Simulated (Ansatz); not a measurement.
## What a trial cell of Rh relaxes into

These are results of Ansatz 0.2.0, DFT PBE, scalar-relativistic, plane waves, PAW, not measurements. Cutoff 420 eV, Γ-centred k mesh, Gaussian smearing, no spin polarisation in the final step.

A relaxed cell is given with its space group left out.

```xyz
3
Lattice="1.3560 0.7829 6.6319 -1.3560 0.7829 6.6319 0.0000 -1.5658 6.6319" Properties=species:S:1:pos:R:3 pbc="T T T"
Rh    0.0000    0.0000    0.0000
Rh    0.0000    0.0000    4.4321
Rh    0.0000    0.0000   15.4637
```

Energies count from the standard state of Rh at the same level.

Q: What space group does it have?

A: R-3m (No. 166). Conventional cell: a = 2.712 Å, c = 19.896 Å. Around Rh on Wyckoff site a (1 atom of the primitive cell) lie 12 Rh at 2.70–2.71 Å; Rh on Wyckoff site c (2 atoms of the primitive cell) has 12 Rh at 2.70–2.73 Å.

Q: How far above the standard state of Rh does it lie?

A: 0.03 eV/atom.

Q: Is it a metal?

A: Yes, bands cross the Fermi level on the 21×21×21 mesh.

The final run used a 21×21×21 mesh on its 3-atom cell and 0.10 eV smearing. For metals, differences of a few meV/atom aren't resolved. The cell came from a trial start, so Rh may not exist in this structure.